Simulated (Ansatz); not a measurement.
Here is an Ansatz 0.2.0 calculation.

Contents of input.yaml:

```yaml
crystal:
  lattice:
    - [2.93, 0.0, 0.0]
    - [-1.465, 2.5374544331, 0.0]
    - [0.0, 0.0, 4.79]
  atoms:
    - { symbol: Ag, position: [0.6666666667, 0.3333333333, 0.75] }
    - { symbol: Ag, position: [0.3333333333, 0.6666666667, 0.25] }
kpoints:
  mp_grid: { grid: [10, 10, 6] }
  band_path:
    path:
      - [0.0, 0.0, 0.0]
      - [0.5, 0.0, 0.0]
      - [0.3333333333, 0.3333333333, 0.0]
      - [0.0, 0.0, 0.0]
      - [0.0, 0.0, 0.5]
      - [0.5, 0.0, 0.5]
      - [0.3333333333, 0.3333333333, 0.5]
      - [0.0, 0.0, 0.5]
    npoints: 8
scf:
  occupations: { method: fermi_dirac, width: 0.05 }
hamiltonian:
  xc: pbesol
  pseudopotentials:
    kind: all_electron
    lapw: { basis_error: 0.001 }
    relativity: none
output:
  forces: true
  stress: true
  eigenvalues: true
```

Potentials or basis: all-electron LAPW, non-relativistic.

Launch:

```bash
$ ansatz run input.yaml --threads 1 --pin off --max-ram 3072MiB --backend cpu --events-out ev --progress --plain --runs-dir out
```

Q: Estimate the pressure.

A: 0.6 GPa.

Q: Estimate the band gap along the path.

A: None (metal or under the smearing width).

Levels at the corners of the path, in eV from the Fermi level:
```csv
point,band 15,band 16,band 17,band 18,band 19,band 20,band 21,band 22,band 23
Γ,-4.78,-4.46,-4.46,-3.54,-3.54,-0.35,3.75,15.15,16.99
M,-4.08,-3.42,-3.37,-3.29,0.06,1.58,6.87,6.97,9.68
K,-4.35,-3.66,-3.66,-3.56,2.92,3.27,3.27,8.94,9.64
Γ,-4.78,-4.46,-4.46,-3.54,-3.54,-0.35,3.75,15.15,16.99
A,-4.50,-4.50,-3.83,-3.83,-3.83,-3.83,10.81,10.81,15.52
L,-3.56,-3.56,-3.34,-3.34,0.77,0.77,4.73,4.73,13.24
H,-4.41,-4.41,-3.50,-3.50,3.88,3.88,5.25,5.25,6.26
A,-4.50,-4.50,-3.83,-3.83,-3.83,-3.83,10.81,10.81,15.52
```

Caveat: relativity is left out, which matters for the heavier elements.
